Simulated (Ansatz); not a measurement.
Runs of Ansatz 0.2.0 on HgTe (Coloradoite). It takes space group F-43m (No. 216, cubic). Conventional cell: a = 6.429 Å, b = 6.429 Å, c = 6.429 Å, α = 90.00°, β = 90.00°, γ = 90.00°. Around Hg (site symmetry -43m) lie 4 Te at 2.78 Å. Te (site symmetry -43m) has 4 Hg at 2.78 Å as nearest neighbours. 

| task | level | cell | k mesh | cutoff (eV) | smearing | basis error allowed | mesh quality | gap on the mesh (eV) | pressure (GPa) | relaxed volume (Å³/atom) |
| --- | --- | --- | --- | --- | --- | --- | --- | --- | --- | --- |
| single point | PBE | as given | 7 × 7 × 7 | 262 | gaussian 0.017 eV | 0.001 eV/atom | not flagged | none | 4.6 | - |
| relaxation of cell and atoms | revPBE+D4 | relaxed | 7 × 7 × 7 | - | fermi-dirac 0.05 eV | 0.001 eV/atom | not flagged | - | 0.0 | (a) |
| relaxation of cell and atoms | PBE+D3(BJ) | relaxed | 7 × 7 × 7 | - | fermi-dirac 0.05 eV | 0.001 eV/atom | not flagged | - | 0.0 | 35.07 |
| single point | PBE | as given | 7 × 7 × 7 | 262 | gaussian 0.027 eV | 0.001 eV/atom | not flagged | none | 4.6 | - |
| single point | PBE | as given | 4 × 4 × 4 | 223 | fermi-dirac 0.02 eV | 0.004 eV/atom | coarse | none | 5.0 | - |
| single point | PBE | as given | 7 × 7 × 7 | 262 | gaussian 0.019 eV | 0.001 eV/atom | not flagged | none | 4.6 | - |

Alike in all rows: potentials or basis all-electron LAPW, scalar-relativistic; no spin polarisation.

Task: Fill in the values left out.

Result: (a) 34.96.

Caveats: some runs use coarse meshes; the k mesh is thin for a metal, which can move the energy by tens of meV per atom (some runs).

A k mesh can miss the band edges, and the runs leave out spin-orbit coupling on Hg, Te.

A gap of «none» marks a metal or a gap under the smearing width.

The runs don't all hold the same shells in valence.
